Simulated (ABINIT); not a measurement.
Runs of ABINIT 10.8.3 (patched build) on BN. The structure is cubic, space group F-43m (No. 216). The conventional cell has a = 3.626 Å, b = 3.626 Å, c = 3.626 Å, α = 90.00°, β = 90.00°, γ = 90.00°. N (site symmetry -43m) is surrounded by 4 B at 1.57 Å. B (site symmetry -43m) is surrounded by 4 N at 1.57 Å. The cell is a database's computed one.

```csv
task,level,potentials or basis,k mesh,cutoff (eV),smearing,fine-grid cutoff,stop of the response cycle (tolvrs),acoustic sum rule (asr),gap on the mesh (eV),pressure (GPa),V0 of scaled cells (Å³/atom),B0 (GPa)
equation of state,PBE,JTH PAW PBE v2.0,13 × 13 × 13,844,fermi-dirac 0.05 eV,1442.2 eV,-,-,-,-,5.95,(c)
equation of state,PBEsol,PseudoDojo NC SR PBEsol v0.4 stringent,13 × 13 × 13,1143,fermi-dirac 0.05 eV,-,-,-,-,-,5.87,(a)
dielectric tensor,PBE,PseudoDojo NC SR PBE v0.4.1 standard,"6 × 6 × 6, with 4 shifts",952,fixed,-,1e-08,1,-,-2.0,-,-
equation of state,AM05,JTH PAW PBE v2.0,13 × 13 × 13,680,fermi-dirac 0.05 eV,1278.94 eV,-,-,-,-,5.86,386
single point,PBE,JTH PAW PBE v2.0,13 × 13 × 13,844,fermi-dirac 0.05 eV,1442.2 eV,-,-,4.52,-0.6,-,-
single point,PBE,PseudoDojo NC SR PBE v0.4.1 standard,8 × 8 × 8,952,fixed,-,-,-,4.52,-2.0,-,-
equation of state,PBEsol,JTH PAW PBE v2.0,13 × 13 × 13,707,fermi-dirac 0.05 eV,1306.15 eV,-,-,-,-,5.87,386
equation of state,BP86,JTH PAW PBE v2.0,13 × 13 × 13,680,fermi-dirac 0.05 eV,1278.94 eV,-,-,-,-,5.98,367
band structure,rPW86PBE,JTH PAW PBE v2.0,13 × 13 × 13,707,fermi-dirac 0.05 eV,1306.15 eV,-,-,(b),6.2,-,-
equation of state,revPBE,JTH PAW PBE v2.0,13 × 13 × 13,707,fermi-dirac 0.05 eV,1306.15 eV,-,-,-,-,(d),361
equation of state,BLYP+D2,JTH PAW PBE v2.0,13 × 13 × 13,707,fermi-dirac 0.05 eV,1306.15 eV,-,-,-,-,5.95,374
single point,PBE,JTH PAW PBE v2.0,17 × 17 × 17,680,fermi-dirac 0.05 eV,1278.94 eV,-,-,4.49,-,-,-
```

Alike in all rows: no spin polarisation; cell as given.

Fill in the values left out.

(a) 385; (b) 4.84; (c) 373; (d) 6.02.

Caveats: pressures at fixed basis lie under the slope of the energies (some runs); the PAW data sets were made with another functional, which shifts forces and pressure a little (some runs); an odd mesh through Γ misses points on the zone boundary, where band edges often lie (some runs).

Not every run made on this cell is shown here.
